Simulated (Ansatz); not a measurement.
Reactions of CH₄F₂Ge (`F[CH](F)[GeH3]`).

Isolated molecules relaxed with PBE0-D4/def2-TZVP in Ansatz; ΔE leaves out vibrations. CBS: MP2 limit from def2 TZ/QZ plus the TZ coupled-cluster correction, frozen cores. This one scheme is used for every species, atoms too. Open shells (•) are unrestricted, without spin–orbit coupling. Spin–orbit coupling would lower the free atoms: a little for C, F; clearly for Ge. def2 core potentials past Kr. For Ge, Te outer-core shells are correlated without core-valence functions, so the limit isn't a true one: a few kJ/mol of doubt a bond, and 10 to 20 or more in all where bonds break to atoms. Scalar relativity is left out up to krypton. One conformer a species, not always the lowest.

(1) Order these by ΔE at CCSD(T)/CBS, lowest first. (An estimate is asked.)
A. `F[CH](F)[GeH3]` → `[CH3][GeH]([F])[F]`
B. `F[CH](F)[GeH3]` → `F[C]F` + GeH₄
C. `F[CH](F)[GeH3]` + `[NH2][GeH2][F]` → `[F][GeH2][NH][GeH3]` + `FCF`
D. `F[CH](F)[GeH3]` + `CC(=O)O` → `CC(=O)[O][GeH3]` + `FCF`
E. `F[CH](F)[GeH3]` → C• + 2 F• + Ge• + 4 H•
F. `F[CH](F)[GeH3]` + `O[SiH2]C[SiH](O)O` → `O[SiH](O)[CH2][GeH3]` + `O[SiH2]C(F)F`
G. `F[CH](F)[GeH3]` + `OC[TeH]` → `OC[Te][GeH3]` + `FCF`
H. `F[CH](F)[GeH3]` + `[SiH3][GeH2][SiH2][GeH2][SiH3]` → `[SiH3][GeH2][SiH2][GeH2][GeH3]` + `FC(F)[SiH3]`

Largest T1 diagnostic: 0.017, for `F[C]F`.

## Answers

(1) A (-319.4 kJ/mol), G (-105.8 kJ/mol), D (-73.5 kJ/mol), C (-49.5 kJ/mol), H (-21.4 kJ/mol), F (+12.4 kJ/mol), B (+231.1 kJ/mol), E (+2561.4 kJ/mol).
